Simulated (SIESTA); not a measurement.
# Pb in SIESTA: convergence with basis size

Input of the first run (basis size SZ); the others differ in this setting and in those tied to it:

The input Pb.fdf:

```
SystemName                      Lead
SystemLabel                     Pb
NumberOfSpecies                 1
NumberOfAtoms                   1
%block ChemicalSpeciesLabel
  1  82 Pb
%endblock ChemicalSpeciesLabel

LatticeConstant                 1.0 Ang
%block LatticeVectors
    -0.0069630000     2.4696840000     2.4484290000
     2.4475870000    -0.0269830000     2.4684490000
     2.4538240000     2.4959410000    -0.0332200000
%endblock LatticeVectors
AtomicCoordinatesFormat         Fractional
%block AtomicCoordinatesAndAtomicSpecies
    -0.0123650000     0.0070870000     0.0165600000  1  Pb
%endblock AtomicCoordinatesAndAtomicSpecies

%block kgrid.MonkhorstPack
    7   0   0  0.0
    0   7   0  0.0
    0   0   7  0.0
%endblock kgrid.MonkhorstPack
XC.Functional                   LDA
XC.Authors                      PW92
PAO.BasisSize                   SZ
PAO.EnergyShift                 0.003 Ry
Mesh.Cutoff                     500 Ry
OccupationFunction              FD
ElectronicTemperature           0.05 eV
MaxSCFIterations                120
SCF.MustConverge                false
SCF.Mixer.Method                Pulay
SCF.Mixer.Weight                0.25
SCF.Mixer.History               8
SCF.DM.Tolerance                5.0e-05
SCF.H.Tolerance                 1.0e-03 eV
WriteForces                     true
Charge.Mulliken                 end
```

Potentials or basis: PseudoDojo 0.4 standard (LDA files), SZ (energy shift 0.003 Ry).

Run with:

```bash
$ siesta Pb.fdf > Pb.out 2>&1
```

The cell isn't the ideal one: cell strained at random at fixed volume.

Hardware: 1 thread of Arm Neoverse V1, with other jobs on the host.

```tsv
basis size	energy less the tightest run, at zero smearing (meV/atom)	pressure (GPa)	SCF cycles	CPU time (s)	peak memory (GiB)
SZ	611.91	2.44	5	3.2	0.16
SZP	201.33	-0.55	7	12	0.18
DZ	238.54	-1.29	7	6.3	0.16
DZP	99.60	-0.88	7	16	0.19
DZDP	35.20	-1.09	8	27	0.21
TZP	56.48	-1.12	8	22	0.2
TZDP	9.99	-1.23	7	32	0.22
TZTP	0.00	-1.37	7	48	0.24
```

Not settled before the last step: the energy (to 1 meV/atom), the pressure (to 0.1 GPa). The tightest run that finished is the yardstick and may itself not be fully converged.

Caveat, for the tightest run too: the basis of atomic orbitals isn't converged, which shifts pressures, moduli and gaps. Spin-orbit coupling is left out, which matters for the levels of Pb.
